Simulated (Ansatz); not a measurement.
Reaction (ligand exchange at the Si–C bond): `C[SiH2]C(F)(F)F` + `C[NH][AlH2]` → `C[SiH2][N](C)[AlH2]` + `FC(F)F`

Gas-phase electronic energies from Ansatz, PBE0-D4/def2-TZVP geometries. CCSD(T)/CBS is the MP2 limit (def2-TZVPP, def2-QZVPP) plus CCSD(T) − MP2 in def2-TZVPP, frozen cores. This one scheme is used for every species. Functionals use def2-TZVPP. One conformer a species, not always the lowest.

```
             level  ΔE (eV)
           ωB97M-V    -0.77
SCS-MP2/def2-TZVPP    -0.91
    MP2/def2-QZVPP    -0.92
    CCSD/CBS(def2)    -0.83
```

(1) What does CCSD(T)/CBS give? (Best estimate.)

Largest T1 diagnostic among the species: 0.012.

Answers

(1) Ansatz gave: -0.83 eV. The listed levels differ from it by 0.06, -0.08, -0.09, 0.00 eV.

From PBE to PBE0 (25 % exact exchange), in def2-TZVPP and without D4, ΔE moves by −0.10 eV. The D4 term adds −0.09 eV with B3LYP and −0.05 eV with PBE0; it sums over pairs of atoms, weighted by their polarisabilities, and B3LYP, whose exchange is more repulsive, gets the larger term.

B3LYP here is the variant with VWN-RPA as its local correlation; programs differ in this.

CCSD(T)/CBS has its own doubt, a few kJ/mol and more with outer-core shells, so smaller differences from it don't rank the levels.
